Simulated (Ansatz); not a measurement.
**Pb under changes of volume**

One of the cells (31.034 Å³/atom); the others are scaled copies at fixed shape and fractional positions:

```
Pb
1.0
    -1.97966    1.97966    1.97966
     1.97966   -1.97966    1.97966
     1.97966    1.97966   -1.97966
Pb
1
Direct
  0.00000 0.00000 0.00000
```

This isn't the form of Pb at room conditions, which is fcc.

- Program: Ansatz 0.2.0
- Functional: HSE06
- Potentials or basis: Ansatz PAW
- Cutoff: 420 eV (not typed: the program's choice for these potentials)
- k mesh: 6 × 6 × 6
- Occupations: fermi-dirac, width 0.05 eV
- Spin: no spin polarisation

```csv
volume (Å³/atom),energy over the lowest point (meV/atom),pressure (GPa)
29.172,9.83,2.5
29.792,2.73,1.3
30.413,0.00,0.3
31.034,1.02,-0.6
31.654,5.09,-1.3
32.275,11.66,-2.0
32.896,?,?
```

Problem. What does the run at 32.896 Å³/atom give?

Solution. Energy over the lowest point 20.64 meV/atom; pressure -2.6 GPa.

Worked out: A Birch-Murnaghan fit of order 3 (a polynomial in V^(-2/3)) to the other rows has its minimum at 30.54 Å³/atom with B0 = V·E''(V) = 45 GPa (rough, since the energies scatter). It gives 20.30 meV/atom at 32.896 Å³/atom, against the run's 20.64, and -dE/dV = -2.5 GPa, against -2.6.

Energies are extrapolated to zero smearing.

Caveats: all runs use coarse meshes; the PAW data sets come from PBE, with cores solved anew for the run's functional, which leaves a small shift of forces and pressure; the thresholds are loose for stress.
